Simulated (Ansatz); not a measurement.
# KF (zincblende): G0W0 against its settings

KF (zincblende), relaxed with r2SCAN; one-shot G0W0 in Ansatz without spin-orbit coupling. These are computed values for a spin-unpolarised cell that may be hypothetical; none is a measurement.

```yaml
crystal:
  lattice:
    - [0.00000, 2.93540, 2.93540]
    - [2.93540, 0.00000, 2.93540]
    - [2.93540, 2.93540, 0.00000]
  atoms:
    - { symbol: K, position: [0.00000, 0.00000, 0.00000] }
    - { symbol: F, position: [0.25000, 0.25000, 0.25000] }
```

Gaps are read over the mesh points alone. G0W0 values are finite-basis, finite-mesh values.

| start | potentials | frequency model | mesh | empty bands | screening cutoff (eV) | Kohn-Sham gap (eV) | G0W0 gap (eV) |
| --- | --- | --- | --- | --- | --- | --- | --- |
| PBE | PAW | contour deformation | 6×6×6 | 114 | 100 | 5.17 | 8.57 |
| HSE06 | PAW | contour deformation | 6×6×6 | 277 | 180 | 7.04 | 9.62 |
| r2SCAN | PAW | contour deformation | 6×6×6 | 277 | 180 | 5.75 | 9.01 |
| PBE0 | PAW | contour deformation | 6×6×6 | 277 | 180 | 7.82 | 9.86 |
| PBE | PAW | Godby-Needs pole | 6×6×6 | 277 | 180 | 5.17 | 8.72 |
| PBE | PAW | contour deformation | 8×8×8 | 82 | 80 | 5.17 | 8.57 |

The quasiparticle gap on this mesh is 8.57 eV (k = (1/6, -1/2, -1/3) to Γ), against 5.17 eV from PBE: +3.40 eV. Renormalisation factors Z lie between 0.78 and 0.90.

 r2SCAN runs take a wave cutoff of 500 eV.

Coordinates of k points refer to the reciprocal vectors of the primitive cell of the runs.
